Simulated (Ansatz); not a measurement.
# Li: how the settings move a relaxation

Question: which choices in the input matter for Li?

This is Li in the hcp structure; at room conditions it is bcc.

Computed with Ansatz 0.2.0 (reference: DFT, PBEsol, PAW with Ansatz's default frozen-core files, scalar-relativistic, unless a step's input says otherwise).

### Step 1. The system as given

It takes space group P6_3/mmc (No. 194, hexagonal). The conventional cell has a = 3.152 Å, b = 3.152 Å, c = 5.160 Å, α = 90.00°, β = 90.00°, γ = 120.00°. Li (site symmetry -6m2) has 12 Li at 3.15 to 3.16 Å as nearest neighbours.

Structure file:

```cif
data_structure
_symmetry_space_group_name_H-M 'P6_3/mmc'
_symmetry_Int_Tables_number 194
_cell_length_a 3.1519
_cell_length_b 3.1519
_cell_length_c 5.1600
_cell_angle_alpha 90.000
_cell_angle_beta 90.000
_cell_angle_gamma 120.000
_cell_volume 44.40
loop_
_atom_site_label
_atom_site_type_symbol
_atom_site_symmetry_multiplicity
_atom_site_Wyckoff_symbol
_atom_site_fract_x
_atom_site_fract_y
_atom_site_fract_z
_atom_site_occupancy
Li1 Li 2 c 0.33333 0.66667 0.25000 1
```

### Step 2. The reference run

File input.yaml:

```yaml
crystal:
  lattice:
    - [3.1519389053, 0.0, 0.0]
    - [-1.5759694526, 2.7296591632, 0.0]
    - [0.0, 0.0, 5.1600208437]
  atoms:
    - { symbol: Li, position: [0.3333333333, 0.6666666667, 0.25] }
    - { symbol: Li, position: [0.6666666667, 0.3333333333, 0.75] }
kpoints:
  mp_grid: { grid: [12, 12, 7] }
scf:
  occupations: { method: fermi_dirac, width: 0.05 }
hamiltonian:
  xc: pbesol
  pseudopotentials: { kind: paw }
output:
  forces: true
  stress: true
  efg: { contact_densities: true }
relax:
  f_tol: 0.005
  max_steps: 80
  cell: {}
```

Launch:

```sh
$ ansatz run input.yaml --threads 1 --pin off --max-ram 2048MiB --backend cpu --events-out ev --progress --plain --runs-dir out
```

### Step 3. Variant: xc rpbe

input.yaml, as its differences from that of step 2:

```diff
@@ -13,3 +13,3 @@
 hamiltonian:
-  xc: pbesol
+  xc: rpbe
   pseudopotentials: { kind: paw }
@@ -19,2 +19,6 @@
   efg: { contact_densities: true }
+  write_density: true
+  write_potential: true
+  elf: true
+  volumetric_format: npy
 relax:
```

### Step 4. Changed: lower_state_search off, xc rpbe

input.yaml, as its differences from that of step 2:

```diff
@@ -12,4 +12,5 @@
   occupations: { method: fermi_dirac, width: 0.05 }
+  lower_state_search: "off"
 hamiltonian:
-  xc: pbesol
+  xc: rpbe
   pseudopotentials: { kind: paw }
@@ -19,2 +20,6 @@
   efg: { contact_densities: true }
+  write_density: true
+  write_potential: true
+  elf: true
+  volumetric_format: npy
 relax:
```

What does the calculation give? Wanted: for each run, ending; energy change; pressure; gap; force.

**Answer**, as computed:

```
                               run     ending   energy change  pressure (GPa)  gap (eV)  force (eV/Å)  cycles   time
                         reference  converged               -             0.0      0.00          0.00      19  5.8 s
                        1: xc rpbe  converged  not comparable             0.0      0.00          0.00      19  6.7 s
2: lower_state_search off, xc rpbe  converged  not comparable             0.0      0.00          0.00      19  6.8 s
```

Times don't compare one to one where runs were asked for different outputs or read a saved state (see the inputs); cycles may leave out searches for a lower state.

**Reading.** The totals of these runs aren't set against each other here.
